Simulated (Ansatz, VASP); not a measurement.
**GaSb: VASP beside Ansatz**

```xyz
2
Lattice="0.0000 3.0590 3.0590 3.0590 0.0000 3.0590 3.0590 3.0590 0.0000" Properties=species:S:1:pos:R:3 pbc="T T T"
Sb    4.5885    4.5885    4.5885
Ga    0.0000    0.0000    0.0000
```

Alike in both runs: task relaxation of cell and atoms; functional RPBE; dispersion D4; k mesh 8 × 8 × 8; occupations fermi-dirac, width 0.05 eV; no spin polarisation.

|  | VASP | Ansatz |
| --- | --- | --- |
| version | VASP 6.6.1 | Ansatz 0.2.0 |
| potentials or method | VASP PAW PBE potentials, release 64 (Sb, Ga_d) | Ansatz PAW |
| plane-wave cutoff (eV) | 600 | 420 |
| valence electrons in the cell | 18 | 28 |

Ansatz gave:

| Quantity | Value |
| --- | --- |
| gap on the k mesh at the Fermi level, each at its own relaxed structure (eV) | 0.28 |
| relaxed volume (Å³/atom) | 28.05 |
| relaxed cell length with the largest relative difference (Å) | 4.297 |
| energy change over the relaxation (meV/atom) | -2 |

Q: Which values does VASP return?

A: gap on the k mesh at the Fermi level, each at its own relaxed structure (eV): 0.27; relaxed volume (Å³/atom): 28.07; relaxed cell length with the largest relative difference (Å): 4.298; energy change over the relaxation (meV/atom): -2.

The two sets of potentials don't hold the same shells in valence.

Caveats: spin-orbit coupling is left out, which moves the levels of the heavy elements; the PAW data sets were made with another functional, which shifts forces and pressure a little (VASP); the plane-wave basis is chosen anew once the cell has moved, so the energies of steps on either side of that aren't comparable (Ansatz); the PAW data sets come from PBE, with cores solved anew for the run's functional, which leaves a small shift of forces and pressure (Ansatz). RPBE gaps usually lie below the measured ones, often by a third to a half. A k mesh can miss the band edges.
